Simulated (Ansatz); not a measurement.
Reaction (substitution at a C–Se bond): `CC[SeH]` + `CCC(=O)O` → `CCOC(=O)CC` + H₂Se

Computed with Ansatz on PBE0-D4/def2-TZVP structures; ΔE is electronic, products minus reactants. CBS: MP2 limit from def2 TZ/QZ plus the TZ coupled-cluster correction, frozen cores. DFT in def2-TZVPP. For Se outer-core shells are correlated without core-valence functions, which leaves a few kJ/mol of doubt a bond. Scalar relativity is left out up to krypton. One conformer a species, not always the lowest.

```
        level  ΔE (kJ/mol)
         PBE0         30.4
HF/def2-TZVPP         21.1
```

(1) What does CCSD(T)/CBS give? (Estimate.)

Largest T1 diagnostic among the species: 0.014.

Results:

(1) The calculation gave: +28.7 kJ/mol. The listed levels differ from it by 1.7, -7.6 kJ/mol.

In def2-TZVPP, CCSD(T) changes the Hartree–Fock value by +5.6 kJ/mol (the triples alone add −0.0 kJ/mol) and MP2 by +13.6 kJ/mol.

CCSD(T)/CBS has its own doubt, a few kJ/mol and more with outer-core shells, so smaller differences from it don't rank the levels.
